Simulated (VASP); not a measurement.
Input of a VASP 6.6.1 run:

File INCAR:

```
SYSTEM = HgSe
AGGAC = 0.0 ; ALGO = Normal
EDIFF = 1E-6 ; EDIFFG = -0.01
ENCUT = 600 ; GGA = RE
IBRION = 2 ; ISIF = 3
ISMEAR = -1 ; LASPH = .TRUE.
LCHARG = .FALSE. ; LREAL = .FALSE.
LUSE_VDW = .TRUE. ; LWAVE = .FALSE.
NELM = 60 ; NSW = 40
PREC = Accurate ; SIGMA = 0.05
```

Contents of KPOINTS:

```
k-points
0
G
  8 8 8
  0 0 0
```

POSCAR

```
HgSe
1.0
    0.0000000000      3.0390000000      3.0390000000
    3.0390000000      0.0000000000      3.0390000000
    3.0390000000      3.0390000000      0.0000000000
Hg Se
1 1
Direct
    0.0000000000      0.0000000000      0.0000000000
    0.7500000000      0.7500000000      0.7500000000
```

Potentials or basis: VASP PAW PBE potentials, release 64 (Hg, Se).

Launch:

```bash
$ cat potpaw_PBE.64/Hg/POTCAR potpaw_PBE.64/Se/POTCAR > POTCAR
$ mpirun -np 1 vasp_std > vasp.out
```

What does it give for the relaxed cell?

a = 4.528 Å, b = 4.528 Å, c = 4.528 Å, α = 60.00°, β = 60.00°, γ = 60.00°.

Estimate the space group after relaxing (to 0.05 Å).

F-43m (No. 216).

Predict the relaxed volume.

32.83 Å³/atom.

The path:
```csv
step,energy change (eV),largest force (eV/Å),pressure (GPa),volume (Å³)
1,0.0000,0.0000,8.25,56.13
2,-0.1925,0.0000,-1.48,68.70
3,-0.2076,0.0000,0.06,65.47
4,-0.2076,0.0000,-0.05,65.66
```

Caveat: the volume moved by over 15 % at a fixed basis, so the end points are rough; the PAW data sets were made with another functional, which shifts forces and pressure a little; the volume moved by +17 % from the deposited cell, more than functionals usually miss. The run has no spin-orbit coupling, so splittings on Hg are missing.
